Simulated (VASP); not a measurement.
# Settings for Co: band structure

Co, P6_3/mmc (no. 194), 2 atoms in the cell. PBE; PAW potentials Co (PBE set). VASP 6.6.1.

Wanted: band energies at the path's corners within 0.02 eV.

What the run is for: bands; Accuracy asked: standard; Route: KPOINTS_OPT.

Band energies at the path's corners: counted from the Fermi level of the mesh, whose own shifts they hold.

POSCAR:
```
Co
1.0
    2.4719999032      0.0000000000      0.0000000000
   -1.2359999516      2.1408147143      0.0000000000
    0.0000000000      0.0000000000      4.0211440800
Co
2
Direct
    0.6666666667      0.3333333333      0.7500000000
    0.3333333333      0.6666666667      0.2500000000
```

The series start from Plane-wave cutoff (eV): 310; Smearing width (eV): 0.1; k-point mesh: 14 × 14 × 8; Electronic threshold (eV): 1e-6; Precision mode (PREC): Accurate; Bands in all (NBANDS): 27; Aspherical gradient terms in the spheres (LASPH): yes; Highest l that the mixer handles (LMAXMIX): 4. Each series keeps the choices made before it, and each single choice may use up half of a tolerance.

## Plane-wave cutoff (eV)

| Plane-wave cutoff (eV) | Band energies at the path's corners, largest deviation (eV) | Time (s) |
|---|---|---|
| 220 | 0.111 | 24 |
| 270 | 0.009 | 36 |
| 310 | 0.012 | 36 |
| 350 | 0.009 | 48 |
| 430 | 0.001 | 71 |
| 540 (reference) | 0.000 | 84 |

Chosen: 350, the loosest value from which every tighter one stays within half of the tolerance.

## Smearing width (eV)

| Smearing width (eV) | Band energies at the path's corners, largest deviation (eV) | Time (s) |
|---|---|---|
| 0.4 | 0.054 | 42 |
| 0.3 | 0.028 | 42 |
| 0.2 | 0.018 | 40 |
| 0.15 | 0.015 | 39 |
| 0.1 | 0.011 | 48 |
| 0.05 (reference) | 0.000 | 43 |

Chosen: 0.05; the next looser run is off by more than half of the tolerance, so convergence isn't shown beyond this value.

## k-point mesh

| k-point mesh | Band energies at the path's corners, largest deviation (eV) | Time (s) |
|---|---|---|
| 5 × 5 × 3 | 0.123 | 22 |
| 7 × 7 × 4 | 0.111 | 28 |
| 9 × 9 × 5 | 0.070 | 28 |
| 11 × 11 × 6 | 0.049 | 36 |
| 14 × 14 × 8 | 0.049 | 43 |
| 17 × 17 × 9 | 0.008 | 60 |
| 20 × 20 × 11 (reference) | 0.000 | 84 |

Chosen: 17 × 17 × 9.

## Electronic threshold (eV)

| Electronic threshold (eV) | Band energies at the path's corners, largest deviation (eV) | Time (s) |
|---|---|---|
| 0.001 | 0.007 | 40 |
| 0.0001 | 0.003 | 43 |
| 1e-5 | 0.001 | 46 |
| 1e-6 | 0.001 | 60 |
| 1e-7 (reference) | 0.000 | 59 |

Chosen: 0.001.

## Precision mode (PREC)

| Precision mode (PREC) | Band energies at the path's corners, largest deviation (eV) | Time (s) |
|---|---|---|
| SingleN | 0.003 | 27 |
| Normal | 0.000 | 26 |
| Accurate (reference) | 0.000 | 40 |

Chosen: SingleN.

## Bands in all (NBANDS)

| Bands in all (NBANDS) | Band energies at the path's corners, largest deviation (eV) | Time (s) |
|---|---|---|
| 17 | 0.001 | 17 |
| 18 | 0.001 | 17 |
| 19 | 0.001 | 20 |
| 21 | 0.000 | 20 |
| 27 | 0.001 | 27 |
| 37 (reference) | 0.000 | 35 |

Chosen: 17.

## Aspherical gradient terms in the spheres (LASPH)

| Aspherical gradient terms in the spheres (LASPH) | Band energies at the path's corners, largest deviation (eV) | Time (s) |
|---|---|---|
| no | 0.003 | 15 |
| yes (reference) | 0.000 | 17 |

Chosen: no.

## Highest l that the mixer handles (LMAXMIX)

| Highest l that the mixer handles (LMAXMIX) | Band energies at the path's corners, largest deviation (eV) | Time (s) |
|---|---|---|
| 2 | 0.000 | 17 |
| 4 | 0.000 | 15 |
| 6 (reference) | 0.000 | 15 |

Chosen: 2.

## All choices together

| Input | Band energies at the path's corners, largest deviation (eV) | Time (s) |
|---|---|---|
| the program's defaults (naive) | 0.042 | 6.6 |
| chosen settings | 0.016 | 17 |
| reference settings throughout | 0.000 | 213 |

The chosen settings stay within the tolerance of the reference run, but the reference itself isn't shown to be converged in: Smearing width (eV).

## The input

INCAR:
```
  ALGO = Normal
  EDIFF = 0.001
  ENCUT = 350
  GGA = PE
  GGA_COMPAT = F
  ISMEAR = 1
  ISPIN = 2
  KPAR = 2
  LASPH = F
  LCHARG = F
  LMAXMIX = 2
  LORBIT = 11
  LREAL = F
  LWAVE = F
  MAGMOM = 2 2
  NBANDS = 17
  NELM = 200
  PREC = SingleN
  SIGMA = 0.05
```

KPOINTS:
```
Automatic mesh
0
Gamma
  17 17 9
  0 0 0
```

KPOINTS_OPT:
```
path GMKGALHA,LM,KH
12
line-mode
reciprocal
 0.0000000000  0.0000000000  0.0000000000  G
 0.5000000000  0.0000000000  0.0000000000  M

 0.5000000000  0.0000000000  0.0000000000  M
 0.3333333333  0.3333333333  0.0000000000  K

 0.3333333333  0.3333333333  0.0000000000  K
 0.0000000000  0.0000000000  0.0000000000  G

 0.0000000000  0.0000000000  0.0000000000  G
 0.0000000000  0.0000000000  0.5000000000  A

 0.0000000000  0.0000000000  0.5000000000  A
 0.5000000000  0.0000000000  0.5000000000  L

 0.5000000000  0.0000000000  0.5000000000  L
 0.3333333333  0.3333333333  0.5000000000  H

 0.3333333333  0.3333333333  0.5000000000  H
 0.0000000000  0.0000000000  0.5000000000  A

 0.5000000000  0.0000000000  0.5000000000  L
 0.5000000000  0.0000000000  0.0000000000  M

 0.3333333333  0.3333333333  0.0000000000  K
 0.3333333333  0.3333333333  0.5000000000  H
```

Commands:
```
cat potpaw_PBE.64/Co/POTCAR > POTCAR
mpirun -np 2 vasp_std > vasp.out
```

Limits: The moments start parallel; another order may lie lower.

The chosen input took VASP 6.6.1 17 s on 2 cores (Intel Xeon Platinum 8259CL @ 2.50GHz (Skylake/Cascade Lake)), a shared host.

## An input that fails: fixed density asked without a density file

VASP's message: ERROR: charge density could not be read from file CHGCAR for ICHARG>10.

Changes against the starting input:
```
- NELM = 200
+ NELM = 100
+ ICHARG = 11
```
